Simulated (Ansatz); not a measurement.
The calculation used DFT PBE, scalar-relativistic, plane waves, PAW in Ansatz 0.2.0. Settings: cutoff 420 eV, Γ-centred meshes spaced at most about 0.3 Å⁻¹, and about 0.25 Å⁻¹ or finer for metals (2π included), Gaussian smearing. No spin polarisation.

These are static total energies at zero pressure.

Compare these two cells of TaAs, each relaxed at this level.

A.

```
CELL_PARAMETERS angstrom
4.18206 0.00000 0.00000
0.00000 4.18206 0.00000
0.00000 0.00000 6.04313
ATOMIC_POSITIONS crystal
Ta 0.00000 0.00000 0.00000
Ta 0.50000 0.50000 0.00000
As 0.50000 0.00000 0.74459
As 0.00000 0.50000 0.25541
```

B.

```
CELL_PARAMETERS angstrom
3.32997 0.00000 0.00000
-1.66498 2.88384 0.00000
0.00000 0.00000 8.50597
ATOMIC_POSITIONS crystal
Ta 0.33333 0.66667 0.04176
Ta 0.66667 0.33333 0.54176
As 0.33333 0.66667 0.34034
As 0.66667 0.33333 0.84034
```

Question: Which form is favoured at zero pressure, and by what margin per atom?

Answer: A is lower, by 131 meV/atom. A has the anti-litharge type, space group P4/nmm (No. 129), 26.4 Å³/atom and no gap on its mesh; B has space group P6_3mc (No. 186), 20.4 Å³/atom and no gap. Counting As atoms around Ta (those within 1.25 times the shortest such distance or 1.15 times the sum of covalent radii), A and B both have Ta 4. Even the lower one lies +0.10 eV/atom against the reference forms of the elements (uncorrected), so neither is stable at this level. Both come from invented guesses. The lowest form computed isn't among them: it has space group I4_1md (No. 109), 17.6 Å³/atom, is reached from a Materials Project cell and lies 0.65 eV/atom below the best shown.

Weakly bound directions are ill-defined at this level, which has no dispersion term (P4/nmm), and this can change margins and order among such cells. These runs have no spin–orbit coupling, which can matter for Ta. Cells relaxed within their symmetry can be saddle points. Some candidate types were left out of the draw beforehand, so a known form may be missing.

The preference for A probably comes from metal-metal bonding. Both cells give Ta four As neighbours at similar distances, but A also places Ta in a flat square net with contacts close to those in the bcc metal, so the partly filled 5d shell can bond within the layer. In B the Ta-Ta contacts are clearly longer. Density does not set the order: A is the more open cell, with much of its volume in the gap between As-terminated layers.

Both are poor models of TaAs. The much lower I4_1md form is the known structure, in which each Ta sits in a trigonal prism of six As. Four As neighbours probably leave too much of the Ta d shell out of Ta-As bonding, and the Ta net in A makes up for only part of this. Compression should favour B over A, but the I4_1md form is denser than either as well as lower in energy, so moderate pressure gives no evident route to B as the ground state.
